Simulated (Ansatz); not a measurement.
# TaN: stress in a strained cell

Aim: deform TaN (equal xx and yy strain of +2 %) and compute stress, forces and field gradients with LAPW, PAW and all-electron datasets made for the crystal.

Method: DFT LDA, scalar-relativistic, in Ansatz 0.2.0.

**1. The system as given**

The structure is hexagonal, space group P6_3mc (No. 186). Conventional cell: a = 3.050 Å, b = 3.050 Å, c = 4.940 Å, α = 90.00°, β = 90.00°, γ = 120.00°. Ta (site symmetry 3m) has 4 N at 1.85 to 1.90 Å in its first shell of neighbours. Around N (site symmetry 3m) lie 4 Ta at 1.85 to 1.90 Å.

Coordinates:

```
Ta N
1.0
     3.05000    0.00000    0.00000
    -1.52500    2.64138    0.00000
     0.00000    0.00000    4.94000
Ta N
2 2
Direct
  0.33333 0.66667 0.00000
  0.66667 0.33333 0.50000
  0.33333 0.66667 0.38500
  0.66667 0.33333 0.88500
```

Atoms are numbered in the order of the input: Ta1, Ta2, N3, N4.

**2. After the deformation**

Space group P6_3mc before, P6_3mc after.

**3. All-electron LAPW**

input.yaml

```yaml
crystal:
  lattice:
    - [3.1110011123, 0.0, 0.0]
    - [-1.5555005562, 2.6942059945, 0.0]
    - [0.0, 0.0, 4.94]
  atoms:
    - { symbol: Ta, position: [0.3333333333, 0.6666666667, 0.0] }
    - { symbol: Ta, position: [0.6666666667, 0.3333333333, 0.5] }
    - { symbol: "N", position: [0.3333333333, 0.6666666667, 0.385] }
    - { symbol: "N", position: [0.6666666667, 0.3333333333, 0.885] }
kpoints:
  mp_grid: { grid: [9, 9, 5] }
  band_path:
    path:
      - [0.0, 0.0, 0.0]
      - [0.5, 0.0, 0.0]
      - [0.3333333333, 0.3333333333, 0.0]
      - [0.0, 0.0, 0.0]
      - [0.0, 0.0, 0.5]
      - [0.5, 0.0, 0.5]
      - [0.3333333333, 0.3333333333, 0.5]
      - [0.0, 0.0, 0.5]
      - [0.5, 0.0, 0.5]
    npoints: 5
scf:
  occupations: { method: fermi_dirac, width: 0.03 }
hamiltonian:
  xc: lda
  pseudopotentials: { kind: all_electron, lapw: { basis_error: 0.001 } }
output:
  forces: true
  stress: true
  eigenvalues: true
```

Started as:

```bash
ansatz run input.yaml --threads 1 --pin off --max-ram 4096MiB --backend cpu --events-out ev --progress --plain --runs-dir out
```

The program printed (excerpt; [...] marks lines left out):

```text
LAPW: plane waves up to 11.551 Å⁻¹, error target 1.0e-3 eV per atom; small_component_spin mean_spin; N in spheres of 0.776 Å, 7 of its electrons in bands, Dirac shells []; Ta in spheres of 1.107 Å, 45 of its electrons in bands, Dirac shells []
[...]
Pseudopotentials: kind: all_electron
Pseudopotential: Ta, LAPW, valence charge 45, Koelling and Harmon's equation, gaussian nucleus
Pseudopotential: N, LAPW, valence charge 7, Koelling and Harmon's equation, gaussian nucleus
Functional definition: SPW92
[...]
Crystal: 4 atoms, lattice volume = 41.405 Å³
Basis set: ecut = 508.31657341762923 eV, 1087 PW (Γ), exchange–correlation at level 2
Bands: 63, of which v1, the nominal top of the filled ones, is band 52 counted from 1 (51 counted from 0)
Symmetry: 12 space group operations
Space group: P63mc (ITA 186), of the structure as read, at distance tolerance 3.5e-5 Å
k-points: 36 of 405 (time reversal used)
[...]
SCF iter   1: F=—  HF=-851605.205542 eV  |F-HF|=—  |Δ(HF+E_count)|=         —  Δρ=1.75e-1  dr2=1.39e1  ethr=1.34e-2  ⟨swp⟩=2.0  Hψ=14364  notcnv=0
[...]
the basis was enlarged: its passes take 626.4 KiB over the memory plan, 1 of 1 planned eigensolver slots
[...]
SCF iter  11: F=-851599.901205 eV  HF=-851599.901205 eV  |F-HF|=1.99e-8  |Δ(HF+E_count)|=   3.73e-8  Δρ=5.69e-6  dr2=1.18e-8  ethr=1.57e-10  ⟨swp⟩=3.0  Hψ=6596  notcnv=0
[...]
NSCF: frozen V_eff on 41 k-points
SCF converged after 11 iterations
Free energy (F): -851599.901205 eV
[...]
E sigma→0 (E₀):  -851599.897353 eV
Entropy (-TS):   -0.007704 eV (-1.926 meV/atom)
Fermi energy:    26.815419 eV
[...]
--- Forces (eV/Å), atoms counted from 1 ---
  atom   1  Ta    -0.00000000    -0.00000000     1.21028279
  atom   2  Ta     0.00000000     0.00000000     1.21028279
  atom   3  N     -0.00000000    -0.00000000    -1.21027845
  atom   4  N     -0.00000000     0.00000000    -1.21027845
[...]
--- Stress (GPa, compression-positive) ---
       93.420779       0.000000       0.000000
        0.000000      93.420779      -0.000000
        0.000000      -0.000000      82.068696
  P = ⅓ Tr σ = 89.6368 GPa (896.368 kbar)
--- Band table (eV; the first three rows and the last of 36) ---
[...]
```

It took 2.6 min on 1 thread of AMD EPYC 7R43 (Zen 3), shared host; peak memory 0.57 GiB.

Result: pressure 89.64 GPa; no gap; largest force 1.210 eV/Å.

**4. PAW on the default files**

input.yaml

```yaml
crystal:
  lattice:
    - [3.1110011123, 0.0, 0.0]
    - [-1.5555005562, 2.6942059945, 0.0]
    - [0.0, 0.0, 4.94]
  atoms:
    - { symbol: Ta, position: [0.3333333333, 0.6666666667, 0.0] }
    - { symbol: Ta, position: [0.6666666667, 0.3333333333, 0.5] }
    - { symbol: "N", position: [0.3333333333, 0.6666666667, 0.385] }
    - { symbol: "N", position: [0.6666666667, 0.3333333333, 0.885] }
kpoints:
  mp_grid: { grid: [9, 9, 5] }
scf:
  occupations: { method: fermi_dirac, width: 0.03 }
hamiltonian:
  xc: lda
  pseudopotentials: { kind: paw }
output:
  forces: true
  stress: true
  eigenvalues: true
  efg: { contact_densities: true }
```

Started as:

```bash
ansatz run input.yaml --threads 1 --pin off --max-ram 4096MiB --backend cpu --events-out ev --progress --plain --runs-dir out
```

The program printed:

```text
Ta: output.efg is read without spin–orbit coupling, which moves field gradients at and beside such atoms by some per cent and up to a factor of two; PAW files take it under magnetization.noncollinear and magnetization.spin_orbit
Engine: ansatz 0.2.0
Pseudopotentials: kind: paw
Pseudopotential: Ta, paw, valence charge 13, recommended cutoff 420 eV (normal)
Pseudopotential: N, paw, valence charge 5, recommended cutoff 420 eV (normal)
Functional definition: SPW92
  exchange = slater_x
  correlation = pw_c
Crystal: 4 atoms, lattice volume = 41.405 Å³
Basis set: ecut = 420 eV, 809 PW (Γ)
Bands: 22, of which v1, the nominal top of the filled ones, is band 18 counted from 1 (17 counted from 0)
Symmetry: 12 space group operations
Space group: P63mc (ITA 186), of the structure as read, at distance tolerance 3.5e-5 Å
k-points: 36 of 405 (time reversal used)
Non-local potential: Ta, projectors of the file, l = 0: 3, l = 1: 2, l = 2: 2, l = 3: 1
Non-local potential: N, projectors of the file, l = 0: 2, l = 1: 2, l = 2: 1
PAW form: soft (Blöchl's): semilocal exchange-correlation on the pseudo side does not see the compensation charge
PAW frozen core: Ta, regenerated for the run's functional, and the local potential with it (the file was generated under x = pbe(κ = 0.804, μ = 0.2195149727645171), c = pbe(β = 0.06672455060314922))
PAW frozen core: N, regenerated for the run's functional, and the local potential with it (the file was generated under x = pbe(κ = 0.804, μ = 0.2195149727645171), c = pbe(β = 0.06672455060314922))
PAW one-centre angular grid: Ta, 590 points (default); XC on 64 Gauss nodes
PAW one-centre angular grid: N, 110 points (default); XC on 64 Gauss nodes
Initial density: superposition of atomic densities (neutral atoms: chi_scale 0, normalization atom), corrected by the library's trained network
Initial wavefunctions: pseudopotential atomic-orbital guess
Functional: x = slater, c = lda
SCF iter   1: F=—  HF=-20113.530563 eV  |F-HF|=—  |Δ(HF+E_count)|=         —  Δρ=3.22e-2  dr2=4.25e-1  ethr=1.77e-3  ⟨swp⟩=5.9  Hψ=3722  notcnv=0
preconditioner: auto → Kerker (q_TF=auto, 2.665 Å⁻¹)  [metal: Δε(μ)=0.051 eV  Ē_g=9.796 eV  σ=0.030 eV  W_gap=0.39  n_scr=22 (ndim 8)  ℏωp=25.8 eV  f_vac=0.000  D(μ)=2.82/eV (n_scr^D=34)]
SCF iter   2: F=—  HF=-20113.423635 eV  |F-HF|=—  |Δ(HF+E_count)|=   1.07e-1  Δρ=7.96e-3  dr2=1.77e-2  ethr=1.18e-3  ⟨swp⟩=2.2  Hψ=1418  notcnv=0
SCF iter   3: F=—  HF=-20113.419508 eV  |F-HF|=—  |Δ(HF+E_count)|=   4.13e-3  Δρ=3.77e-3  dr2=3.28e-3  ethr=4.91e-5  ⟨swp⟩=2.0  Hψ=1088  notcnv=0
SCF iter   4: F=—  HF=-20113.418693 eV  |F-HF|=—  |Δ(HF+E_count)|=   8.15e-4  Δρ=5.02e-4  dr2=7.77e-5  ethr=9.10e-6  ⟨swp⟩=2.3  Hψ=1057  notcnv=0
SCF iter   5: F=—  HF=-20113.418684 eV  |F-HF|=—  |Δ(HF+E_count)|=   9.39e-6  Δρ=1.53e-4  dr2=6.53e-6  ethr=2.16e-7  ⟨swp⟩=2.0  Hψ=1138  notcnv=0
SCF iter   6: F=—  HF=-20113.418683 eV  |F-HF|=—  |Δ(HF+E_count)|=   1.28e-6  Δρ=2.74e-5  dr2=1.90e-7  ethr=1.81e-8  ⟨swp⟩=2.0  Hψ=1134  notcnv=0
SCF iter   7: F=-20113.418683 eV  HF=-20113.418683 eV  |F-HF|=1.71e-9  |Δ(HF+E_count)|=   1.08e-8  Δρ=2.87e-6  dr2=3.49e-9  ethr=2.78e-10  ⟨swp⟩=5.7  Hψ=3319  notcnv=0
SCF 1 converged in 7 iterations: F = -20113.418683 eV  dr2 = 3.49e-9
SCF converged after 7 iterations
Free energy (F): -20113.418683 eV
Harris-Foulkes:  -20113.418683 eV  (|F-HF|=1.71e-9)
Internal energy: -20113.411185 eV  (E = F + TS)
E sigma→0 (E₀):  -20113.414934 eV
Entropy (-TS):   -0.007498 eV (-1.874 meV/atom)
Fermi energy:    21.402046 eV
--- Per-component energies (eV) ---
  E_band       = -89.157936
  E_kinetic    = 1034.844883
  E_local      = -1411.514354  (includes V_loc(G=0)·N_el)
  E_nonlocal   = 146.351003
  E_hartree    = 500.479932
  E_xc         = -562.984692
  E_vxc        = -573.251374  (∫ρ·V_xc dr)
  E_paw        = -16542.533177  (= ΣΔE_a)
  E_vpaw       = -286.548149  (= ΣTr[D̂ρ^β])
  E_aug_tail   = 0.000587  (compensation charges beyond the density's cutoff)
  E_ewald      = -3278.733262
  E_core_change = 0.677894  (= ΣΔE_core)
  E_smearing   = -0.007498  (= −TS)
  E_closure    = 0.000000  (closes the sum)
  Σ components = -20113.418683   (vs F -20113.418683, Δ=0.00e0)
--- Forces (eV/Å), atoms counted from 1 ---
  atom   1  Ta     0.00000000    -0.00000000     1.21346514
  atom   2  Ta    -0.00000000     0.00000000     1.21346514
  atom   3  N      0.00000000    -0.00000000    -1.21345147
  atom   4  N      0.00000000     0.00000000    -1.21345147
  max |Σ_I F_I| component: 2.73e-5 eV/Å
--- Stress (GPa, compression-positive) ---
       95.223572       0.000000       0.000000
        0.000000      95.223572      -0.000000
        0.000000       0.000000      83.682107
  P = ⅓ Tr σ = 91.3764 GPa (913.764 kbar)
--- PAW observables at the nuclei: V_zz in 10²¹ V/m², potentials from the cell's mean, atoms counted from 1 ---
  atom   1  Ta V_zz =    +9.995443   η = 0.0000   by run symmetry: allowed
            electrostatic potential = -14504.042173 V   contact ρ = 8123724.275125 e/Å³
  atom   2  Ta V_zz =    +9.995443   η = 0.0000   by run symmetry: allowed
            electrostatic potential = -14504.042173 V   contact ρ = 8123724.275125 e/Å³
  atom   3  N  V_zz =    +0.910104   η = 0.0000   by run symmetry: allowed
            electrostatic potential = -531.088581 V   contact ρ = 1391.207142 e/Å³
  atom   4  N  V_zz =    +0.910104   η = 0.0000   by run symmetry: allowed
            electrostatic potential = -531.088581 V   contact ρ = 1391.207142 e/Å³
--- Band table (eV; the first three rows and the last of 36) ---
  k-point 0: bands = ["-46.9279", "-46.8411", "-14.5924", "-13.5947", "-13.5947", "-13.4099", "-13.4099", "-13.3617", "2.6179", "4.1953", "12.8851", "12.8851", "13.3349", "13.8315", "13.8315", "14.1089", "20.4740", "20.4740", "21.1163", "23.3282", "23.8993", "23.8993"]
  k-point 1: bands = ["-46.9197", "-46.8495", "-14.4858", "-13.5772", "-13.5772", "-13.4921", "-13.4278", "-13.4278", "2.8534", "4.1432", "12.9394", "12.9394", "13.0369", "13.5976", "13.6995", "13.6995", "20.8533", "20.8533", "21.6416", "23.7880", "23.8550", "23.8550"]
  k-point 2: bands = ["-46.8981", "-46.8713", "-14.1971", "-13.8187", "-13.5314", "-13.5314", "-13.4743", "-13.4743", "3.4011", "3.9034", "12.6389", "12.8190", "13.1147", "13.1147", "13.4017", "13.4017", "21.8745", "21.8745", "22.7045", "23.1408", "23.1408", "23.6550"]
  k-point 35: bands = ["-46.8321", "-46.8321", "-14.4617", "-14.4617", "-14.0537", "-13.9451", "-13.6168", "-13.6168", "5.1225", "5.1225", "12.9012", "12.9012", "13.5696", "14.3750", "15.3529", "15.3529", "19.2907", "19.7809", "22.8348", "22.8348", "23.8996", "24.4340"]
```

Wall time 4.5 s (1 thread of AMD EPYC 7R43 (Zen 3), shared host); peak memory 0.44 GiB.

In short: pressure 91.38 GPa; no gap; largest force 1.213 eV/Å; Vzz Ta1 10.00 (η = 0.00), N3 0.91 (η = 0.00) (10²¹ V/m²).

**5. Datasets made for this crystal**

input.yaml: that of step 4 with these lines changed.

```diff
@@ -16,3 +16,3 @@
   xc: lda
-  pseudopotentials: { kind: paw }
+  pseudopotentials: { kind: all_electron, datasets: crystal }
 output:
```

Started as:

```bash
ansatz run input.yaml --threads 1 --pin off --max-ram 4096MiB --backend cpu --events-out ev --progress --plain --runs-dir out
```

The program printed:

```text
hamiltonian.pseudopotentials.datasets: crystal makes datasets for this crystal and solves the spheres of its atoms anew in each pass: cutoff 540.0 eV, the density's 2160.0 eV; for an error of 0.50 meV an atom under PBE, 2.0 meV for the cell; an energy difference from a run of another recipe may be off by several times the error for the cell, under r2SCAN by more, where some 0.1 meV an atom stays at smaller errors; N in spheres of 0.783 Å, 5 of its electrons in bands; Ta in spheres of 1.095 Å, 27 of its electrons in bands
band count auto-derived: 43 (N_el = 64.0; filled up to band 32; 39 by the electrons, moments and atoms)
Ta: output.efg is read without spin–orbit coupling, which moves field gradients at and beside such atoms by some per cent and up to a factor of two; PAW files take it under magnetization.noncollinear and magnetization.spin_orbit
Engine: ansatz 0.2.0
Pseudopotentials: kind: all_electron
Pseudopotential: Ta, paw, valence charge 27, recommended cutoff 540 eV (normal), Koelling and Harmon's equation, gaussian nucleus
Pseudopotential: N, paw, valence charge 5, recommended cutoff 540 eV (normal), Koelling and Harmon's equation, gaussian nucleus
Functional definition: SPW92
  exchange = slater_x
  correlation = pw_c
Crystal: 4 atoms, lattice volume = 41.405 Å³
Basis set: ecut = 540 eV, 1165 PW (Γ)
Bands: 43, of which v1, the nominal top of the filled ones, is band 32 counted from 1 (31 counted from 0)
Symmetry: 12 space group operations
Space group: P63mc (ITA 186), of the structure as read, at distance tolerance 3.5e-5 Å
k-points: 36 of 405 (time reversal used)
Non-local potential: Ta, projectors of the file, l = 0: 2, l = 1: 2, l = 2: 1, l = 3: 2
Non-local potential: N, projectors of the file, l = 0: 1, l = 1: 1
PAW form: soft (Blöchl's): semilocal exchange-correlation on the pseudo side does not see the compensation charge
PAW one-centre angular grid: Ta, 590 points (default); XC on its mesh's 1747 points in the sphere
PAW one-centre angular grid: N, 110 points (default); XC on its mesh's 1875 points in the sphere
Initial density: superposition of atomic densities (neutral atoms: chi_scale 0, normalization atom)
Initial wavefunctions: pseudopotential atomic-orbital guess
Functional: x = slater, c = lda
iter 1 solved again at ethr=3.69e-2 eV; its pass at ethr=1.00e-1 eV (dr2=2.36e1 eV) is discarded
SCF iter   1: F=—  HF=-851606.283736 eV  |F-HF|=—  |Δ(HF+E_count)|=         —  Δρ=2.38e-1  dr2=2.35e1  ethr=3.69e-2  ⟨swp⟩=2.0  Hψ=7480  notcnv=0
preconditioner: auto → Kerker (q_TF=auto, 2.934 Å⁻¹)  [metal: Δε(μ)=0.070 eV  Ē_g=24.388 eV  σ=0.030 eV  W_gap=0.44  n_scr=22 (ndim 8)  ℏωp=44.7 eV  f_vac=0.000  D(μ)=1.40/eV (n_scr^D=8)]
iter 2 solved again at ethr=3.67e-3 eV; its pass at ethr=3.67e-2 eV (dr2=2.35e0 eV) is discarded
SCF iter   2: F=—  HF=-851600.627455 eV  |F-HF|=—  |Δ(HF+E_count)|=    5.66e0  Δρ=7.14e-2  dr2=2.33e0  ethr=3.67e-3  ⟨swp⟩=2.1  Hψ=6458  notcnv=0
SCF iter   3: F=—  HF=-851599.953312 eV  |F-HF|=—  |Δ(HF+E_count)|=   6.74e-1  Δρ=3.11e-2  dr2=1.86e-1  ethr=3.64e-3  ⟨swp⟩=3.1  Hψ=3620  notcnv=0  defer=3
SCF iter   4: F=—  HF=-851599.919347 eV  |F-HF|=—  |Δ(HF+E_count)|=   3.40e-2  Δρ=9.78e-3  dr2=2.13e-2  ethr=2.91e-4  ⟨swp⟩=3.1  Hψ=3520  notcnv=0  defer=3
SCF iter   5: F=—  HF=-851599.901334 eV  |F-HF|=—  |Δ(HF+E_count)|=   1.80e-2  Δρ=3.17e-3  dr2=4.29e-3  ethr=3.32e-5  ⟨swp⟩=3.1  Hψ=4186  notcnv=0  defer=5
SCF iter   6: F=—  HF=-851599.902596 eV  |F-HF|=—  |Δ(HF+E_count)|=   1.26e-3  Δρ=9.80e-4  dr2=3.98e-4  ethr=6.70e-6  ⟨swp⟩=2.4  Hψ=2742  notcnv=0  defer=1
SCF iter   7: F=—  HF=-851599.902520 eV  |F-HF|=—  |Δ(HF+E_count)|=   7.63e-5  Δρ=4.83e-4  dr2=1.00e-4  ethr=6.22e-7  ⟨swp⟩=2.7  Hψ=3259  notcnv=0
SCF iter   8: F=—  HF=-851599.902500 eV  |F-HF|=—  |Δ(HF+E_count)|=   1.99e-5  Δρ=9.70e-5  dr2=5.15e-6  ethr=1.57e-7  ⟨swp⟩=2.9  Hψ=2766  notcnv=0
SCF iter   9: F=—  HF=-851599.902498 eV  |F-HF|=—  |Δ(HF+E_count)|=   1.81e-6  Δρ=2.50e-5  dr2=2.20e-7  ethr=8.05e-9  ⟨swp⟩=3.0  Hψ=3418  notcnv=0
SCF iter  10: F=-851599.902498 eV  HF=-851599.902498 eV  |F-HF|=3.26e-9  |Δ(HF+E_count)|=   6.83e-8  Δρ=4.69e-6  dr2=9.39e-9  ethr=3.44e-10  ⟨swp⟩=2.1  Hψ=2719  notcnv=0
SCF 1 converged in 10 iterations: F = -851599.902498 eV  dr2 = 9.39e-9
  Residual-converged pass: ⟨swp⟩=3.2  Hψ=3131  notcnv=0  max |occ|·‖R‖ = 6.4e-6 eV (tolerance 6.7e-6 eV)  dr2=9.21e-9  dr2_onsite=1.26e-9  max |Δocc| = 7.9e-10
SCF converged after 10 iterations
Free energy (F): -851599.902498 eV
Harris-Foulkes:  -851599.902498 eV  (|F-HF|=3.26e-9)
Internal energy: -851599.894794 eV  (E = F + TS)
E sigma→0 (E₀):  -851599.898646 eV
Entropy (-TS):   -0.007704 eV (-1.926 meV/atom)
Past the cutoff: the bands carry plane waves up to 1.75 times it, of which those up to 1.5 times it add -0.000398 eV an atom, each by itself; the spheres take 0.000202 eV an atom off the energy for waves past 1.75 times it
By the cutoff:   a pressure is off by up to 0.008 GPa (1.2 times the spheres' own share and the shells' term, over an atom's volume, and 0.004 GPa: a bound that held against runs at twice the plane waves)
Past the cutoffs: a stress includes 0.0017 GPa for waves and charges beyond them, in addition to the slope of what the spheres take
In the spheres:  the bands' charges fall short by 2.6e-7 e at most (sound up to 1e-3)
Fermi energy:    26.815399 eV
--- Per-component energies (eV) ---
  The terms above E_closure are by the made datasets' own strengths, without shells solved beside the bands.
--- Forces (eV/Å), atoms counted from 1 ---
  atom   1  Ta    -0.00000000    -0.00000000     1.21029102
  atom   2  Ta     0.00000000     0.00000000     1.21029102
  atom   3  N     -0.00000000    -0.00000000    -1.21025995
  atom   4  N     -0.00000000     0.00000000    -1.21025995
  max |Σ_I F_I| component: 6.22e-5 eV/Å
--- Stress (GPa, compression-positive) ---
       93.419883       0.000000       0.000000
        0.000000      93.419883      -0.000000
        0.000000       0.000000      82.066492
  P = ⅓ Tr σ = 89.6354 GPa (896.354 kbar)
--- PAW observables at the nuclei: V_zz in 10²¹ V/m², potentials from the cell's mean, atoms counted from 1 ---
  atom   1  Ta V_zz =    +9.308635   η = 0.0000   by run symmetry: allowed
            electrostatic potential = -14497.188203 V   contact ρ = 8119592.530608 e/Å³
  atom   2  Ta V_zz =    +9.308635   η = 0.0000   by run symmetry: allowed
            electrostatic potential = -14497.188203 V   contact ρ = 8119592.530608 e/Å³
  atom   3  N  V_zz =    +0.889329   η = 0.0000   by run symmetry: allowed
            electrostatic potential = -528.866077 V   contact ρ = 1391.468750 e/Å³
  atom   4  N  V_zz =    +0.889329   η = 0.0000   by run symmetry: allowed
            electrostatic potential = -528.866077 V   contact ρ = 1391.468750 e/Å³
--- Band table (eV; the first three rows and the last of 36) ---
  k-point 0: bands = ["-41.6213", "-41.5366", "-9.2446", "-8.2594", "-8.2594", "-8.0759", "-8.0759", "-8.0272", "6.3114", "6.5962", "6.7432", "6.7720", "6.7720", "6.7738", "6.7738", "6.7875", "6.7903", "6.7903", "6.8184", "6.8184", "6.8380", "6.8405", "8.4580", "9.7847", "18.3315", "18.3315", "18.7767", "19.2675", "19.2675", "19.5354", "25.8810", "25.8810", "26.5675", "28.7483", "29.2982", "29.2982", "31.2645", "32.2902", "33.1606"]
  k-point 1: bands = ["-41.6133", "-41.5447", "-9.1393", "-8.2421", "-8.2421", "-8.1563", "-8.0936", "-8.0936", "6.3627", "6.5812", "6.7476", "6.7659", "6.7659", "6.7675", "6.7675", "6.7836", "6.8009", "6.8009", "6.8207", "6.8207", "6.8382", "6.8403", "8.6456", "9.7451", "18.3840", "18.3840", "18.4792", "19.0259", "19.1357", "19.1357", "26.2600", "26.2600", "27.0894", "29.2124", "29.2532", "29.2532", "31.7591", "32.3487", "32.9378"]
  k-point 2: bands = ["-41.5922", "-41.5660", "-8.8540", "-8.4797", "-8.1966", "-8.1966", "-8.1399", "-8.1399", "6.4596", "6.5363", "6.7591", "6.7596", "6.7596", "6.7608", "6.7608", "6.7729", "6.8144", "6.8144", "6.8214", "6.8214", "6.8389", "6.8396", "9.1058", "9.5426", "18.0788", "18.2527", "18.5557", "18.5557", "18.8396", "18.8396", "27.2791", "27.2791", "28.1462", "28.5413", "28.5413", "29.0896", "32.9719", "33.2573", "33.3246"]
  k-point 35: bands = ["-41.5281", "-41.5281", "-9.1142", "-9.1142", "-8.7136", "-8.6063", "-8.2808", "-8.2808", "6.6897", "6.6897", "6.7634", "6.7634", "6.7779", "6.7797", "6.7797", "6.7830", "6.7992", "6.7992", "6.8014", "6.8048", "6.8048", "6.8049", "10.6361", "10.6361", "18.3422", "18.3422", "18.9992", "19.8024", "20.7998", "20.7998", "24.7068", "25.1977", "28.2471", "28.2471", "29.3090", "29.8411", "31.6527", "31.6527", "33.7868"]
```

Wall time 45 s (1 thread of AMD EPYC 7R43 (Zen 3), shared host); peak memory 0.9 GiB.

This run gives: pressure 89.64 GPa; no gap; largest force 1.210 eV/Å; Vzz Ta1 9.31 (η = 0.00), N3 0.89 (η = 0.00) (10²¹ V/m²).

**6. Side by side**

Stress (GPa, compression positive):

```csv
method,xx,yy,zz,yz,xz,xy
LAPW,93.42,93.42,82.07,0.00,0.00,0.00
PAW,95.22,95.22,83.68,0.00,0.00,0.00
crystal datasets,93.42,93.42,82.07,0.00,0.00,0.00
```

Forces (eV/Å):

| atom | LAPW x | LAPW y | LAPW z | PAW x | PAW y | PAW z | crystal datasets x | crystal datasets y | crystal datasets z |
| --- | --- | --- | --- | --- | --- | --- | --- | --- | --- |
| Ta1 | 0.000 | 0.000 | 1.210 | 0.000 | 0.000 | 1.213 | 0.000 | 0.000 | 1.210 |
| Ta2 | 0.000 | 0.000 | 1.210 | 0.000 | 0.000 | 1.213 | 0.000 | 0.000 | 1.210 |
| N3 | 0.000 | 0.000 | -1.210 | 0.000 | 0.000 | -1.213 | 0.000 | 0.000 | -1.210 |
| N4 | 0.000 | 0.000 | -1.210 | 0.000 | 0.000 | -1.213 | 0.000 | 0.000 | -1.210 |

| method | pressure (GPa) | largest force (eV/Å) | Vzz Ta1 (10²¹ V/m²) | Vzz N3 (10²¹ V/m²) | SCF cycles, by the record's count |
| --- | --- | --- | --- | --- | --- |
| LAPW | 89.64 | 1.210 | – | – | 11 |
| PAW | 91.38 | 1.213 | 10.00 | 0.91 | 7 |
| crystal datasets | 89.64 | 1.210 | 9.31 | 0.89 | 10 |

**7. Summary of results**

| quantity | value |
| --- | --- |
| pressure | LAPW 89.64, PAW 91.38, crystal datasets 89.64 GPa |
| largest shear or deviatoric stress (LAPW) | 7.57 GPa |

**Reading.** The largest part of the stress beyond the pressure is 7.57 GPa in size, in the zz component; the atoms are carried along and not relaxed. No run of the undeformed cell stands beside it, so pressure and stress hold what the given cell had before the change, as far as its symmetry allows. PAW: stress within 1.81 GPa of LAPW, forces within 4 meV/Å. Crystal datasets: stress within 0.01 GPa of LAPW, forces within 1 meV/Å. Spin-orbit coupling is left out, though the cell holds Ta; in elements this heavy it can shift bands and gaps by tenths of an eV.
